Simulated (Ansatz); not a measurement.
# GaP: convergence and cost

One table from this session's results is given with a row withheld; the runs are named, their logs left out.

Method: DFT PBE, scalar-relativistic, plane waves, PAW for the base; runs at other levels say so in their headings and inputs, in Ansatz 0.2.0.

**The starting structure**

It takes space group R-3m (No. 166, trigonal). The conventional cell has a = 3.886 Å, b = 3.886 Å, c = 19.292 Å, α = 90.00°, β = 90.00°, γ = 120.00°. Around Ga (site symmetry 3m) lie 3 P at 2.40 Å and 1 Ga at 2.49 Å. Around P (site symmetry 3m) lie 1 P at 2.21 Å and 3 Ga at 2.40 Å.

Structure file:

```
Ga P
1.0
     1.94302    1.12180    6.43081
    -1.94302    1.12180    6.43081
     0.00000   -2.24360    6.43081
Ga P
2 2
Direct
  0.43537 0.43537 0.43537
  0.56463 0.56463 0.56463
  0.05739 0.05739 0.05739
  0.94261 0.94261 0.94261
```

Source of the structure: the Materials Project (structure only). It is taken as it stands there.

The first run:

input.yaml

```yaml
crystal:
  lattice:
    - [1.9430151755, 1.1218003346, 6.4308101003]
    - [-1.9430151755, 1.1218003346, 6.4308101003]
    - [0.0, -2.2436006692, 6.4308101003]
  atoms:
    - { symbol: Ga, position: [0.435372, 0.435372, 0.435372] }
    - { symbol: Ga, position: [0.564628, 0.564628, 0.564628] }
    - { symbol: P, position: [0.057389, 0.057389, 0.057389] }
    - { symbol: P, position: [0.942611, 0.942611, 0.942611] }
basis:
  ecutwfc: 420
kpoints:
  mp_grid: { grid: [6, 6, 6] }
hamiltonian:
  xc: pbe
scf:
  occupations: { method: gaussian, width: 0.1 }
output:
  forces: true
  stress: true
  eigenvalues: true
```

Started as:

```sh
$ ansatz run input.yaml --threads 1 --pin off --max-ram 2560MiB --backend cpu --events-out ev --progress --plain --runs-dir out
```

Steps of the session up to this table: Quick check of gap, pressure and forces; The base run; Functional set to LDA; Functional set to PBEsol; Functional set to r2SCAN; Functional set to HSE06; Functional: PBE0; Functional: r2SCANh.

One of the session's tables, all rows but one given; the rest of the session is left out.

It belongs to the step «The sweep of the functional side by side». 

| functional | gap on the mesh (eV) | pressure (GPa) | largest force (eV/Å) |
| --- | --- | --- | --- |
| PBE | 0.83 | 0.0 | 0.055 |
| LDA | 0.71 | -4.8 | 0.123 |
| PBEsol | 0.73 | -2.8 | 0.098 |
| r2SCAN | 1.07 | -2.3 | 0.066 |
| HSE06 | 1.46 | -1.8 | 0.061 |
| PBE0 | 2.11 | -2.0 | 0.069 |
| r2SCANh | ? | ? | ? |

Estimate the missing values for r2SCANh.

**Answer.** gap on the mesh (eV): 1.53; pressure (GPa): -2.7; largest force (eV/Å): 0.045. In the column «gap on the mesh (eV)» it lies between HSE06 (1.46) and PBE0 (2.11).

Caveats from the session: Warnings in the runs' records: stress scf threshold loose, stress exchange threshold loose.
